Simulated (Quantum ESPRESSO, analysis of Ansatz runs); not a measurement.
# HfO2 (P2_1/c), nudged elastic band: V_O hop (2.6 Å) (q = 0) (Quantum ESPRESSO)

Wanted: path and barrier of a jump of O in HfO2 (P2_1/c) at charge 0. The case: V_O hop (2.6 Å), in a cell of 48 host atoms with 1 O taken out.

Program: Quantum ESPRESSO 7.5. Level of theory: Quantum ESPRESSO plane-wave DFT, PBEsol, GBRV 1.5 PBEsol potentials; nudged elastic band between two relaxed defect structures. Results are calculated unless marked as measured.

## (1) The structure

The cell holds 47 atoms: 16 Hf and 31 O. Its edges and angles: a = 9.411 Å, b = 8.427 Å, c = 9.411 Å, α = 110.9°, β = 113.5°, γ = 108.4°. It derives from HfO2 (space group P2_1/c). Nearest the centre at fractional (0.490, 0.339, 0.598): O17 at 1.29 Å, Hf10 at 1.73 Å, Hf15 at 1.74 Å, O37 at 2.55 Å, O36 at 2.67 Å, O25 at 2.84 Å, O32 at 2.93 Å, O24 at 2.95 Å.

The cell's shortest repeat is 8.4 Å.

## (2) Relaxation of the start point, charge 0

The ends come first: from an unrelaxed start the top is counted from too high an energy, and the barrier comes out too low. Small random displacements break the symmetry of the ideal sites, so that the defect can distort if it gains by it.

pw.in reads:

```
&CONTROL
  calculation = 'relax'
  prefix = 'pwscf'
  outdir = './tmp'
  pseudo_dir = './pseudo'
  tprnfor = .true.
  disk_io = 'low'
  nstep = 70
  forc_conv_thr = 0.0012
  etot_conv_thr = 0.0001
/
&SYSTEM
  ibrav = 0
  nat = 47
  ntyp = 2
  ecutwfc = 36
  ecutrho = 288
  nbnd = 193
  occupations = 'fixed'
  nosym = .true.
/
&ELECTRONS
  conv_thr = 5d-08
  electron_maxstep = 100
  mixing_beta = 0.5
/
&IONS
  ion_dynamics = 'bfgs'
/
ATOMIC_SPECIES
Hf   178.4900 hf_pbesol_v1.uspp.F.UPF
O     15.9990 o_pbesol_v1.2.uspp.F.UPF
CELL_PARAMETERS angstrom
  -5.9416700219    5.1632183080    5.1583953540
   4.2040263251   -5.1632183080    5.1655566081
   5.9416700219    5.1632183080   -5.1583953540
ATOMIC_POSITIONS crystal
Hf     0.0826846387    0.4926019833    0.8675515790
Hf     0.0797020459    0.9883372062    0.3643934936
Hf     0.5844084282    0.4915541547    0.3702292635
Hf     0.5826846387    0.9926019833    0.8675515790
Hf     0.3719733557    0.2576241936    0.8375144900
Hf     0.3749495956    0.7573980167    0.3400826553
Hf     0.8749495956    0.2573980167    0.3400826553
Hf     0.8727530569    0.7575715318    0.8368622624
Hf     0.4142084970    0.0041939058    0.1319216287
Hf     0.4176581380    0.5052157119    0.6294133870
Hf     0.9173153613    0.0073980167    0.6324484210
Hf     0.9173153613    0.5073980167    0.1324484210
Hf     0.1258745819    0.2406378475    0.1619763487
Hf     0.1250504044    0.7426019833    0.6599173447
Hf     0.6273286955    0.2431507350    0.6584294075
Hf     0.6250504044    0.7426019833    0.1599173447
O      0.3651648285    0.2144150034    0.5958071646
O      0.3615726824    0.7141022888    0.0938855746
O      0.8615726824    0.2141022888    0.0938855746
O      0.8628575047    0.7139120091    0.5972595581
O      0.3797832858    0.0358977112    0.8974703936
O      0.3780980652    0.5327712991    0.3935088151
O      0.8797832858    0.0358977112    0.3974703936
O      0.8780389939    0.5318234312    0.8968180592
O      0.1409367707    0.2880637681    0.4053501790
O      0.1384273176    0.7858977112    0.9061144254
O      0.6404139887    0.2845271708    0.9082823544
O      0.6384273176    0.7858977112    0.4061144254
O      0.1202167142    0.4641022888    0.1025296064
O      0.1239705204    0.9647498954    0.6042347896
O      0.6202167142    0.9641022888    0.1025296064
O      0.3407351147    0.2095474814    0.2102702533
O      0.3375320021    0.7008740207    0.7057614505
O      0.8377849421    0.2012726569    0.7041840563
O      0.8393410070    0.7053133674    0.2074563250
O      0.5046151772    0.0444849361    0.3828068375
O      0.5040594990    0.5471692818    0.8830046995
O      1.0021429576    0.0446866326    0.8840276395
O      1.0021429576    0.5446866326    0.3840276395
O      0.1606589930    0.2946866326    0.7925436750
O      0.1572755528    0.7944572419    0.2900624844
O      0.6597002024    0.2926785333    0.2886661453
O      0.6597530557    0.7904402322    0.7909110184
O     -0.0021429576    0.4553133674    0.6159723605
O     -0.0025639609    0.9576501063    0.1142311242
O      0.4978570424    0.4553133674    0.1159723605
O      0.4981002126    0.9575238890    0.6141052068
K_POINTS gamma
```

Launch:

```console
$ OMP_NUM_THREADS=1 mpirun -n 4 pw.x -in pw.in > pw.out
```

Log:

```text
[shortened: banners, details of potentials and solvers, and blank lines are left out]
     gamma-point specific algorithms are used
     one sub-group per band group will be used
     scalapack distributed-memory algorithm (size of sub-group:  2*  2 procs)
     bravais-lattice index     =            0
     lattice parameter (alat)  =      17.7847  a.u.
     unit-cell volume          =    3650.0307 (a.u.)^3
     number of atoms/cell      =           47
     number of atomic types    =            2
     number of electrons       =       378.00
     number of Kohn-Sham states=          193
     kinetic-energy cutoff     =      36.0000  Ry
     charge density cutoff     =     288.0000  Ry
     scf convergence threshold =      5.0E-08
     mixing beta               =       0.5000
     number of iterations used =            8  plain     mixing
     energy convergence thresh.=      1.0E-04
     force convergence thresh. =      1.2E-03
     Exchange-correlation= SLA  PW   PSX  PSC
                           (   1   4  10   8   0   0   0)
     nstep                     =           70
     crystal axes: (cart. coord. in units of alat)
               a(1) = (  -0.631338   0.548623   0.548110 )
               a(2) = (   0.446703  -0.548623   0.548871 )
               a(3) = (   0.631338   0.548623  -0.548110 )
     PseudoPot. # 1 for Hf read from file:
     hf_pbesol_v1.uspp.F.UPF
     Pseudo is Ultrasoft + core correction, Zval = 12.0
[...]
PseudoPot. # 2 for O  read from file:
     o_pbesol_v1.2.uspp.F.UPF
     Pseudo is Ultrasoft + core correction, Zval =  6.0
[...]
atomic species   valence    mass     pseudopotential
     Hf               12.00   178.49000     Hf( 1.00)
     O                 6.00    15.99900     O ( 1.00)
     No symmetry found
     site n.     atom                  positions (alat units)
         1        Hf     tau(   1) = (   0.7155632   0.2510686  -0.1598186  )
         2        Hf     tau(   2) = (   0.6212298  -0.2985835   0.3864277  )
         3        Hf     tau(   3) = (   0.0843593   0.2540582   0.3871939  )
         4        Hf     tau(   4) = (   0.6232457   0.2510686   0.3886723  )
         5        Hf     tau(   5) = (   0.4089954   0.5222142  -0.1137654  )
         6        Hf     tau(   6) = (   0.3163192  -0.0232428   0.4348250  )
         7        Hf     tau(   7) = (  -0.2227014   0.5253801   0.4344446  )
         8        Hf     tau(   8) = (   0.3157503   0.5223131   0.4354815  )
[...]
number of k points=     1
                       cart. coord. in units 2pi/alat
        k(    1) = (   0.0000000   0.0000000   0.0000000), wk =   2.0000000
     Dense  grid:   150556 G-vectors     FFT dimensions: ( 100,  90, 100)
     Smooth grid:    53237 G-vectors     FFT dimensions: (  72,  64,  72)
     Check: negative core charge=   -0.000005
     starting charge     345.9999, renormalised to     378.0000
     Self-consistent Calculation
     iteration #  1     ecut=    36.00 Ry     beta= 0.50
     total energy              =   -3541.02907328 Ry
     estimated scf accuracy    <      16.04845205 Ry
     iteration #  2     ecut=    36.00 Ry     beta= 0.50
     total energy              =   -3542.95734268 Ry
     estimated scf accuracy    <       2.21174599 Ry
     iteration #  3     ecut=    36.00 Ry     beta= 0.50
     total energy              =   -3543.27287071 Ry
     estimated scf accuracy    <       0.11284715 Ry
[...]
estimated scf accuracy    <       0.00000028 Ry
[... 145 further cycles ...]
     iteration #  6     ecut=    36.00 Ry     beta= 0.50
     total energy              =   -3543.33423092 Ry
     estimated scf accuracy    <          7.8E-09 Ry
     iteration #  7     ecut=    36.00 Ry     beta= 0.50
     total energy              =   -3543.33423092 Ry
     estimated scf accuracy    <          8.5E-10 Ry
     iteration #  8     ecut=    36.00 Ry     beta= 0.50
     End of self-consistent calculation
          k = 0.0000 0.0000 0.0000 (  6643 PWs)   bands (ev):
   -49.3898 -49.3725 -49.3661 -49.3628 -49.3615 -49.3589 -49.3553 -49.3512
   -49.3464 -49.3425 -49.3382 -49.3275 -49.2263 -49.2066 -49.1008 -49.0573
   -18.5102 -18.4876 -18.4570 -18.4206 -18.4138 -18.3948 -18.3880 -18.3614
   -18.3557 -18.3469 -18.3426 -18.3269 -18.3011 -18.2952 -18.2640 -18.2512
   -18.2366 -18.2285 -18.2245 -18.2135 -18.1941 -18.1544 -18.1373 -18.1346
   -18.1128 -18.0999 -18.0968 -18.0764 -18.0637 -18.0500 -18.0393 -18.0230
   -18.0193 -18.0063 -17.9986 -17.9875 -17.9808 -17.9688 -17.9621 -17.9456
   -17.9232 -17.9116 -17.8994 -17.8829 -17.8516 -17.8115 -17.7502 -17.6892
[...]
15.4277
     highest occupied, lowest unoccupied level (ev):    13.1178   15.0225
!    total energy              =   -3543.33423092 Ry
     estimated scf accuracy    <          7.8E-11 Ry
     The total energy is the sum of the following terms:
     one-electron contribution =    -554.47339473 Ry
     hartree contribution      =     494.61697030 Ry
     xc contribution           =   -1431.55726031 Ry
     ewald contribution        =   -2051.92054618 Ry
     convergence has been achieved in   8 iterations
     Forces acting on atoms (cartesian axes, Ry/au):
     atom    1 type  1   force =    -0.00000558    0.00019820    0.00003931
     atom    2 type  1   force =     0.00005163    0.00025856    0.00034297
     atom    3 type  1   force =     0.00008252   -0.00127642    0.00079597
     atom    4 type  1   force =     0.00044911    0.00059045   -0.00018400
     atom    5 type  1   force =    -0.00031661   -0.00055770   -0.00028166
     atom    6 type  1   force =     0.00069788    0.00004729    0.00071007
     atom    7 type  1   force =     0.00081140    0.00014317    0.00018358
     atom    8 type  1   force =     0.00104946   -0.00021232   -0.00050154
[...]
Total force =     0.005373     Total SCF correction =     0.000030
     Energy error            =      6.9E-05 Ry
     Gradient error          =      1.3E-03 Ry/Bohr
     number of scf cycles    =  19
     number of bfgs steps    =  18
     energy             old  =   -3543.3341616379 Ry
     energy             new  =   -3543.3342309227 Ry
     CASE: energy            _new < energy            _old
     new trust radius        =       0.0056418124 bohr
     new conv_thr            =       0.0000000005 Ry
ATOMIC_POSITIONS (crystal)
Hf               0.0829432283        0.4913647877        0.8655254668
Hf               0.0828065469        0.9929762559        0.3672769097
Hf               0.5822176693        0.4916208202        0.3671134502
Hf               0.5820990084        0.9917633091        0.8656589357
Hf               0.3760441965        0.2581379903        0.8398552219
Hf               0.3747990084        0.7579116212        0.3398705033
Hf               0.8748557889        0.2568602834        0.3396077267
Hf               0.8738476452        0.7567480954        0.8406923251
[...]
Check: negative core charge=   -0.000005
     Self-consistent Calculation
     iteration #  1     ecut=    36.00 Ry     beta= 0.50
     total energy              =   -3543.33426758 Ry
     estimated scf accuracy    <       0.00004150 Ry
     iteration #  2     ecut=    36.00 Ry     beta= 0.50
     total energy              =   -3543.33427252 Ry
     estimated scf accuracy    <       0.00000644 Ry
     iteration #  3     ecut=    36.00 Ry     beta= 0.50
     total energy              =   -3543.33427374 Ry
     estimated scf accuracy    <       0.00000110 Ry
[...]
estimated scf accuracy    <       0.00000009 Ry
     iteration #  5     ecut=    36.00 Ry     beta= 0.50
     total energy              =   -3543.33427393 Ry
     estimated scf accuracy    <       0.00000002 Ry
     iteration #  6     ecut=    36.00 Ry     beta= 0.50
     total energy              =   -3543.33427393 Ry
     estimated scf accuracy    <          3.7E-09 Ry
     iteration #  7     ecut=    36.00 Ry     beta= 0.50
     End of self-consistent calculation
          k = 0.0000 0.0000 0.0000 (  6643 PWs)   bands (ev):
   -49.3866 -49.3720 -49.3657 -49.3622 -49.3604 -49.3588 -49.3546 -49.3513
   -49.3464 -49.3433 -49.3388 -49.3276 -49.2256 -49.2066 -49.1029 -49.0573
   -18.5100 -18.4875 -18.4567 -18.4200 -18.4135 -18.3941 -18.3883 -18.3611
   -18.3556 -18.3466 -18.3421 -18.3268 -18.3004 -18.2951 -18.2639 -18.2505
   -18.2364 -18.2278 -18.2245 -18.2135 -18.1938 -18.1541 -18.1366 -18.1342
   -18.1124 -18.1000 -18.0966 -18.0761 -18.0634 -18.0503 -18.0389 -18.0228
   -18.0192 -18.0061 -17.9984 -17.9873 -17.9805 -17.9689 -17.9622 -17.9459
   -17.9230 -17.9119 -17.8994 -17.8829 -17.8520 -17.8117 -17.7509 -17.6889
[...]
15.4278
     highest occupied, lowest unoccupied level (ev):    13.1173   15.0219
!    total energy              =   -3543.33427393 Ry
     estimated scf accuracy    <          4.0E-10 Ry
     The total energy is the sum of the following terms:
     one-electron contribution =    -554.54630649 Ry
     hartree contribution      =     494.65441302 Ry
     xc contribution           =   -1431.55836311 Ry
     ewald contribution        =   -2051.88401735 Ry
     convergence has been achieved in   7 iterations
     Forces acting on atoms (cartesian axes, Ry/au):
     atom    1 type  1   force =    -0.00001373    0.00029988   -0.00013182
     atom    2 type  1   force =     0.00005896    0.00042902   -0.00020488
     atom    3 type  1   force =     0.00009933   -0.00094779    0.00043111
     atom    4 type  1   force =     0.00026574    0.00089151   -0.00000024
     atom    5 type  1   force =    -0.00014478   -0.00040570   -0.00040595
     atom    6 type  1   force =     0.00058692    0.00003854    0.00065778
     atom    7 type  1   force =     0.00018393    0.00007746    0.00034855
     atom    8 type  1   force =     0.00064844   -0.00048260    0.00000459
[...]
Total force =     0.004347     Total SCF correction =     0.000062
     Energy error            =      4.3E-05 Ry
     Gradient error          =      9.5E-04 Ry/Bohr
     bfgs converged in  20 scf cycles and  19 bfgs steps
     (criteria: energy <  1.0E-04 Ry, force <  1.2E-03 Ry/Bohr)
     End of BFGS Geometry Optimization
     Final energy             =   -3543.3342739331 Ry
Begin final coordinates
ATOMIC_POSITIONS (crystal)
Hf               0.0829432283        0.4913647877        0.8655254668
Hf               0.0828065469        0.9929762559        0.3672769097
Hf               0.5822176693        0.4916208202        0.3671134502
Hf               0.5820990084        0.9917633091        0.8656589357
Hf               0.3760441965        0.2581379903        0.8398552219
Hf               0.3747990084        0.7579116212        0.3398705033
Hf               0.8748557889        0.2568602834        0.3396077267
Hf               0.8738476452        0.7567480954        0.8406923251
[...]
End final coordinates
   JOB DONE.
```

Run time: 6.7 min. Hardware: 4 MPI ranks of Arm Neoverse V1, shared host; peak memory 1.4 GiB.

Relaxation path:

```csv
step,energy less that of the first step (eV)
0,0.0000
1,-0.1603
2,-0.2394
3,-0.2552
4,-0.2681
5,-0.2757
6,-0.2827
7,-0.2911
8,-0.3005
9,-0.3087
10,-0.3176
11,-0.3246
12,-0.3301
13,-0.3345
14,-0.3384
15,-0.3416
16,-0.3441
17,-0.3456
18,-0.3466
19,-0.3472
```

The atoms that moved most (Å):

```csv
atom,dx,dy,dz,length
O42,0.110,0.139,-0.101,0.204
O33,-0.055,-0.116,0.121,0.176
O44,-0.084,0.115,0.093,0.171
O36,0.085,-0.102,-0.089,0.160
O39,0.065,-0.105,-0.081,0.147
O32,-0.095,-0.093,0.061,0.146
O35,-0.061,-0.088,0.075,0.131
O34,-0.044,-0.086,0.088,0.131
```

Neighbours of O17 at the end:

```csv
atom,distance (Å)
Hf2,2.148
Hf5,2.162
Hf15,2.189
Hf10,2.192
O37,2.524
O25,2.564
O30,2.659
O27,2.717
```

This step gave:

```
highest filled level                                                                              : 13.12 eV
lowest empty level                                                                                : 15.02 eV
r.m.s. move of the farther half of the atoms                                                      : 0.07488 Å
largest move from the ideal geometry of this structure, a common shift of the far atoms taken out : 0.1793 Å
```

The relaxation gained 0.347 eV and ended with a largest force component of 0.024 eV/Å.

[end of part 1 of 3]

[Logs are printed without paths, hosts, clocks, repeated set-up lines and the standing remarks that a program may print on its own settings, such as how far it seeks lower states.]

[Hosts, paths, dates, database ids (printed as entryN), source tags and the programs' standing remarks are cut or masked in the printed files.]
